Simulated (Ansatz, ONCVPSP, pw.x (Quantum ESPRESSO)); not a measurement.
**Which Ti potential is closest to all-electron in the bcc crystal?**

All use PBE, scalar-relativistic, no spin, cutoffs from each file’s atomic test, pw.x 7.5; 14³ k-points, Fermi–Dirac smearing 0.01 Ry. Δ is the rms difference from all-electron LAPW of the E(V) curves that follow from fits to the pressures, over ±6 % in volume. Mesh and smearing are coarse and serve the comparison alone. The files are a selection: those with a ghost or negative overlap were mostly not run, and those with noisy or unconverged pressures or nearly equal Δ are left out.

All-electron: a0 = 3.264 Å (V0 = 17.38 Å³/atom), B0 = 104.1 GPa.

Task: Rank them by Δ, smallest first.
A. optimised norm-conserving Vanderbilt (ONCV), ONCVPSP 4.0.1.1 (patched build), PBE; core [Ne] 3s2, reference 3p6 3d2 4s2; waves: 4s: rc 2.50 bohr, ncon 3, nbas 8, qcut 2.3 1/bohr, 2 projectors, debl 0.5 Ha; 3p: rc 1.50 bohr, ncon 4, nbas 7, qcut 7.5 1/bohr, 2 projectors, debl 0.7 Ha; 3d: rc 2.45 bohr, ncon 3, nbas 7, qcut 7.1 1/bohr, 3 projectors, debl 3.9 Ha; local part: polynomial inside 1.40 bohr (lpopt 5, dvloc0 4 Ha); core correction: Teter function, fcfact 4.5, rcfact 1.55. In the p channel the program set the typed energies aside and used -1.428, 0.250 Ha.
B. optimised norm-conserving Vanderbilt (ONCV), ONCVPSP 4.0.1.1 (patched build), PBE; core [Ne], reference 3s2 3p6 3d2 4s2; waves: 3s+4s: rc 1.65 bohr, ncon 4, nbas 8, qcut 6.9 1/bohr, 2 projectors; 3p: rc 1.45 bohr, ncon 3, nbas 7, qcut 11.8 1/bohr, 2 projectors, debl 3.9 Ha; 3d: rc 2.50 bohr, ncon 5, nbas 9, qcut 6.9 1/bohr, 1 projector; local part: polynomial inside 1.30 bohr (lpopt 5, dvloc0 4 Ha); core correction: Teter function, fcfact 2.5, rcfact 1.75.
C. optimised norm-conserving Vanderbilt (ONCV), ONCVPSP 4.0.1.1 (patched build), PBE; core [Ne], reference 3s2 3p6 3d2 4s2; waves: 3s+4s: rc 1.50 bohr, ncon 3, nbas 6, qcut 10.1 1/bohr, 2 projectors; 3p: rc 1.05 bohr, ncon 3, nbas 7, qcut 8.1 1/bohr, 2 projectors, debl 3.1 Ha; 3d: rc 1.75 bohr, ncon 4, nbas 8, qcut 10.7 1/bohr, 2 projectors, debl 3.7 Ha; local part: polynomial inside 0.95 bohr (lpopt 2, dvloc0 0 Ha); core correction: Teter function, fcfact 5, rcfact 1.05.
D. optimised norm-conserving Vanderbilt (ONCV), ONCVPSP 4.0.1.1 (patched build), PBE; core [Ar], reference 3d2 4s2; waves: 4s: rc 2.45 bohr, ncon 4, nbas 7, qcut 3.2 1/bohr, 2 projectors, debl 2.3 Ha; p scattering state at 0.16 Ha: rc 2.20 bohr, ncon 4, nbas 8, qcut 4.5 1/bohr, local; 3d: rc 2.50 bohr, ncon 3, nbas 7, qcut 6.5 1/bohr, 2 projectors, debl 1.4 Ha; local part: the p channel; core correction: Teter function, fcfact 2.5, rcfact 1.65.

Result: C (0.5 meV/atom), D (2.9 meV/atom), B (5.4 meV/atom), A (8.5 meV/atom).
